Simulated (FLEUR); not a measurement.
Co under changes of volume

One of the cells (10.640 Å³/atom); the others are scaled copies at fixed shape and fractional positions:

```
Co
1.0
     2.47200    0.00000    0.00000
    -1.23600    2.14081    0.00000
     0.00000    0.00000    4.02114
Co
2
Cartesian
  1.2360 0.7136 3.0159
  0.0000 1.4272 1.0053
```

- Program: FLEUR MaX-R8.1 (later development tree)
- Functional: r2SCAN
- Potentials or basis: all-electron
- Basis: FLAPW
- Kmax: 4.69 1/bohr
- k mesh: 12 × 12 × 7
- Occupations: fermi-dirac, width 0.05 eV
- Spin: collinear spin, ferromagnetic start
- Starting moments: [2.0, 2.0] μB

| volume (Å³/atom) | energy over the lowest point (meV/atom) | moment (μB per cell) |
| --- | --- | --- |
| 10.002 | 31.52 | 3.43 |
| 10.215 | ? | ? |
| 10.640 | 0.00 | 3.56 |
| 11.066 | 10.83 | 3.59 |
| 11.279 | 24.28 | 3.59 |

What does the run at 10.215 Å³/atom give?

Energy over the lowest point 14.05 meV/atom; moment 3.48 μB per cell.

Worked out: A Birch-Murnaghan fit of order 2 (a polynomial in V^(-2/3)) to the other rows has its minimum at 10.65 Å³/atom with B0 = V·E''(V) = 231 GPa at fixed shape and positions, which overstates the stiffness. It gives 13.70 meV/atom at 10.215 Å³/atom, against the run's 14.05. A parabola through the other rows of the moment, of slope 0.229 μB per Å³/atom there, gives 3.48 μB, against the run's 3.48.

Energies are extrapolated to zero smearing.

Caveats: the meta-GGA is that of a development version, with a GGA for the radial functions and cores and without core tails.
